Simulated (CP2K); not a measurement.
# I under changes of volume

One of the cells (44.806 Å³/atom); the others are scaled copies at fixed shape and fractional positions:

```
I
1.0
     4.49247    0.00000    0.00000
    -1.62402    4.18865    0.00000
    -0.91583   -1.33734    2.38110
I
1
Direct
  0.50000 0.50000 0.50000
```

* Program: CP2K 2026.2
* Functional: PBE
* Potentials or basis: POTENTIAL_UZH I GTH-PBE-q7; TZVP-MOLOPT-PBE-GTH basis
* Density cutoff: 6123 eV
* k mesh: 7 × 7 × 11
* Occupations: fermi-dirac, width 0.05 eV
* Spin: no spin polarisation

| volume (Å³/atom) | energy over the lowest point (meV/atom) | pressure (GPa) |
| --- | --- | --- |
| 42.118 | 68.27 | 3.9 |
| 43.014 | 48.87 | 3.2 |
| 43.910 | 33.20 | 2.6 |
| 44.806 | ? | ? |
| 45.702 | 11.42 | 1.6 |
| 46.598 | 4.57 | 1.1 |
| 47.494 | 0.00 | 0.7 |

Task: What does the run at 44.806 Å³/atom give?

Result: Energy over the lowest point 20.85 meV/atom; pressure 2.0 GPa.

Worked out: A Birch-Murnaghan fit of order 3 (a polynomial in V^(-2/3)) to the other rows has no minimum within the range. It gives 20.85 meV/atom at 44.806 Å³/atom, against the run's 20.85, and -dE/dV = 1.9 GPa, against 2.0.

Energies are extrapolated to zero smearing.

Caveats: the basis of atomic orbitals isn't converged, which shifts pressures, moduli and gaps; an odd number of electrons without spin polarisation forces a metal; a magnetic or distorted state may lie lower.
